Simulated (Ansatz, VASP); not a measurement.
# BeC in VASP and in Ansatz

```
Be C
1.0
     2.84504    0.00000    0.00000
    -1.42252    2.46387    0.00000
     0.00000    0.00000    9.37490
Be C
4 4
Direct
  0.66667 0.33333 0.75000
  0.00000 0.00000 0.00000
  0.33333 0.66667 0.25000
  0.00000 0.00000 0.50000
  0.33333 0.66667 0.87500
  0.66667 0.33333 0.12500
  0.66667 0.33333 0.37500
  0.33333 0.66667 0.62500
```

Alike in both runs: task relaxation of cell and atoms; functional PBE; k mesh 6 × 6 × 2; occupations gaussian, width 0.1 eV; no spin polarisation.

```csv
,VASP,Ansatz
version,VASP 6.6.1,Ansatz 0.2.0
potentials or method,"VASP PAW PBE potentials, release 64 (Be, C)","scalar-relativistic, plane waves, PAW"
plane-wave cutoff (eV),600,420
valence electrons in the cell,24,24
```

Ansatz gave:

| Property | Result |
| --- | --- |
| gap on the k mesh at the Fermi level, each at its own relaxed structure (eV) | none |
| relaxed volume (Å³/atom) | 7.12 |
| relaxed cell length with the largest relative difference (Å) | 7.821 |
| energy change over the relaxation (meV/atom) | -847 |

What did VASP give for the same quantities?

gap on the k mesh at the Fermi level, each at its own relaxed structure (eV): none; relaxed volume (Å³/atom): 7.13; relaxed cell length with the largest relative difference (Å): 7.812; energy change over the relaxation (meV/atom): -843.

A gap of «none» marks a metal or a gap that the smearing closes.

Caveats: the k mesh is coarse (spacing up to 0.43 Å⁻¹), so the values aren't converged.
